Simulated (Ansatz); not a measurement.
## Tc and the effect of the dispersion correction

The cell as given:

```xyz
2
Lattice="2.7400 0.0000 0.0000 -1.3700 2.3729 0.0000 0.0000 0.0000 4.3980" Properties=species:S:1:pos:R:3 pbc="T T T"
Tc    1.3700    0.7910    3.2985
Tc    0.0000    1.5819    1.0995
```

Kept alike: task relaxation of cell and atoms; functional PBEsol; k mesh 11 × 11 × 6; occupations fermi-dirac, width 0.05 eV; no spin polarisation. Program: Ansatz, Ansatz PAW (files of its older set among them), cutoff 500 eV. The mesh is that of the run's cell of 2 atoms. No spin-orbit coupling.

| dispersion correction | volume (Å³/atom) | first edge of the run's cell (Å) | third edge of the run's cell (Å) |
| --- | --- | --- | --- |
| D3(BJ) | 13.693 | 2.701 | 4.334 |
| D3(BJ)-ATM | 13.765 | 2.706 | 4.342 |
| D4 | 13.842 | 2.711 | 4.350 |
| none | 14.001 | 2.721 | 4.367 |

The relaxations keep at least the cell's symmetry (P6_3/mmc). For a metal such a mesh leaves the last digits unconverged. Relaxations stop with a little pressure left, so the last digits of a volume or edge aren't settled. All rows use potentials made for PBE.

Q: What does the dispersion correction change here?

A: The volume runs from 13.693 (D3(BJ)) to 14.001 Å³/atom (none). Against no correction: D3(BJ) -2.2 %; D3(BJ)-ATM -1.7 %; D4 -1.1 %. Dispersion terms mostly attract and so lower the volume; the schemes' coefficients and damping set how far. The first edge of the run's cell runs from 2.701 (D3(BJ)) to 2.721 Å (none). The third edge of the run's cell runs from 4.334 (D3(BJ)) to 4.367 Å (none).
